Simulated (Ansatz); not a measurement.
**Equation of state of Te**

```cif
data_structure
_symmetry_space_group_name_H-M 'P 1'
_symmetry_Int_Tables_number 1
_cell_length_a 3.3363
_cell_length_b 3.3363
_cell_length_c 3.3363
_cell_angle_alpha 109.471
_cell_angle_beta 109.471
_cell_angle_gamma 109.471
_cell_volume 28.59
loop_
_atom_site_label
_atom_site_type_symbol
_atom_site_fract_x
_atom_site_fract_y
_atom_site_fract_z
_atom_site_occupancy
Te1 Te 0.00000 0.00000 0.00000 1
```

The runs use the primitive cell with vectors (-1.926, 1.926, 1.926), (1.926, -1.926, 1.926), (1.926, 1.926, -1.926) Å, to which the k mesh refers.

The cell was built from the bcc type and relaxed in the same program, and has space group Im-3m; it needn't be a known or the stable phase.

No spin–orbit coupling, which matters for the heavy atoms here.

Levels of theory: DFT, PBE, all-electron LAPW, scalar-relativistic (Ansatz 0.2.0); DFT, PBE, PAW with Ansatz's default frozen-core files, scalar-relativistic (Ansatz 0.2.0).

For LAPW: a Γ-centred 14×14×14 k mesh, Fermi–Dirac smearing of 0.05 eV, basis error target 0.25 meV/atom, no spin polarisation. PAW takes a cutoff of 420 eV at this cell. The Ansatz runs share mesh, smearing and spin set-up. Plane-wave (PAW) pressures include the program's estimate of the Pulay term.

The cell above is scaled evenly, with fractional coordinates and shape held.

(1) Estimate the equilibrium volume and bulk modulus that LAPW (all electrons) gives for this fixed shape.

Results:

(1) V0 = 28.61 Å³/atom, B0 = 55 GPa, B0′ = 4.9, from a third-order Birch–Murnaghan fit to these pressures:
```tsv
V/V(cell)	V (Å³/atom)	P, LAPW (GPa)	P, PAW (GPa)
0.9405	26.886	3.93	3.92
0.9700	27.729	1.83	1.82
1.0000	28.587	0.04	0.03
1.0300	29.444	-1.47	-1.48
1.0600	30.302	-2.73	-2.74
```
